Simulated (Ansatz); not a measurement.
InSe and the effect of the strain (εzz = s)

```
In Se
1.0
     5.82639   -2.05465    0.00000
     5.82639    2.05465    0.00000
    -1.72323    0.00000    4.77135
In Se
2 2
Direct
  0.88820 0.88820 0.04684
  0.11180 0.11180 0.95316
  0.66093 0.66093 0.66896
  0.33907 0.33907 0.33104
```

The cell comes from a database or a generator and needn't be the stable form of this composition.

Kept alike: task band structure; functional PBEsol; k mesh 6 × 6 × 5; occupations fermi-dirac, width 0.05 eV; no spin polarisation. Program: Ansatz, Ansatz PAW, cutoff 420 eV. The mesh is that of the run's cell of 4 atoms. No spin-orbit coupling.

| s | free energy over the lowest row (meV/atom) |
| --- | --- |
| -0.04 | 2.54 |
| -0.02 | 0.00 |
| -0.01 | 0.24 |
| 0 | 1.43 |
| 0.01 | 3.54 |
| 0.02 | 6.54 |
| 0.04 | 15.06 |

The cell shown is the unstrained one; x, y and z are its Cartesian axes; atoms keep their fractions. All rows use potentials made for PBE.

What does the strain (εzz = s) change here?

The free energy is lowest at -0.02, and 15.06 meV an atom higher at 0.04.

The energies follow a smooth, slightly anharmonic well whose minimum probably lies between -0.02 and -0.01, so the supplied cell is somewhat too long along z for this functional. A likely origin is a starting geometry taken from a method that binds the layers less tightly.

The structure consists of In–In dumbbells lying nearly in the layer plane, with Se on both outer faces, and the layers stack along z. Contraction therefore closes the soft gap between Se sheets, where weak attraction competes with closed-shell repulsion. Because the atoms move affinely, however, it also shortens the z components of the covalent In–Se bonds. The curvature thus mixes interlayer and intralayer stiffness, and the preference for contraction cannot be assigned to the gap alone.

If the atoms were free to relax, the gap would probably take up most of the strain and the well would become shallower. The curve therefore supports a preference for modest contraction at fixed in-plane dimensions, but gives neither the equilibrium layer spacing nor the relaxed elastic stiffness.
